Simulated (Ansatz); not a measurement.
# F: energy against volume in PBE, exact exchange and the RPA

How do exact exchange and RPA correlation set the lattice of F, database structure? The cell is scaled at fixed shape.

Code: Ansatz 0.2.0. PBE orbitals, norm-conserving pseudopotentials, plane waves. No spin polarisation and no zero-point or thermal motion.

## Step 1: Starting point

The cell was relaxed beforehand with r2SCAN; volume changes: +0 %, -5 %, +5 %, -10 %, +10 %.

It is monoclinic, C2/c (No. 15); conventional cell a = 5.101 Å, b = 3.384 Å, c = 6.600 Å, β = 90.3°, 14.24 Å³ an atom. Near F stand 1 F at 1.40 Å.

The structure in full:

```
CELL_PARAMETERS angstrom
2.54821 -1.69207 0.10714
2.54821 1.69207 0.10714
-0.31574 0.00000 6.59221
ATOMIC_POSITIONS crystal
F 0.59349 0.90745 0.59474
F 0.09255 0.40651 0.90526
F 0.40651 0.09255 0.40526
F 0.90745 0.59349 0.09474
```

## Step 2: The unscaled cell

input.yaml

```yaml
crystal:
  lattice:
    - [2.548209839, -1.6920718037, 0.107144068]
    - [2.548209839, 1.6920718037, 0.107144068]
    - [-0.3157440761, 0.0, 6.5922129339]
  atoms:
    - { symbol: F, position: [0.5934893175, 0.907454917, 0.5947414458] }
    - { symbol: F, position: [0.092545083, 0.4065106825, 0.9052585542] }
    - { symbol: F, position: [0.4065106825, 0.092545083, 0.4052585542] }
    - { symbol: F, position: [0.907454917, 0.5934893175, 0.0947414458] }
kpoints:
  mp_grid: { grid: [4, 4, 2] }
hamiltonian:
  xc: pbe
  pseudopotentials: { kind: nc }
scf:
  occupations: { method: fixed }
output:
  rpa_energy:
    ecut_chi_ladder: [188, 210, 233, 259, 284]
    long_wavelength: optical_limit
basis:
  ecutwfc: 1320.0
```

After this run come: Volume -5 %; Volume +5 %; Volume -10 %; Volume +10 %.

Before running it: what results should come out?

As calculated:

Energies in meV/atom from the unscaled cell:

| volume (Å³/atom) | PBE | exact exchange | EXX+RPA | RPA correlation |
| --- | --- | --- | --- | --- |
| 12.817 | 62.1 | -38.9 | 60.6 | 99.5 |
| 13.529 | 22.6 | -26.7 | 20.2 | 47.0 |
| 14.241 | 0.0 | 0.0 | 0.0 | 0.0 |
| 14.953 | -9.4 | 37.6 | -15.5 | -53.1 |
| 15.665 | -8.5 | 83.4 | -21.2 | -104.6 |

| energy | V₀ (Å³/atom) | B₀ (GPa) | B₀′ |
| --- | --- | --- | --- |
| PBE | 15.231 | 45 | 4.1 |
| exact exchange | 12.693* | 81 | 4.1 |

Birch–Murnaghan fits. A star marks a minimum outside the computed volumes.

RPA correlation grows weaker on compression, so it pulls the cell out against exact exchange alone. The log puts the extrapolation error of each correlation energy at up to 80 meV/atom, against 82 meV/atom for the whole EXX+RPA curve; part of it cancels between volumes. The 4×4×2 mesh and the pseudopotentials limit these values, and the core-valence term stays semilocal.
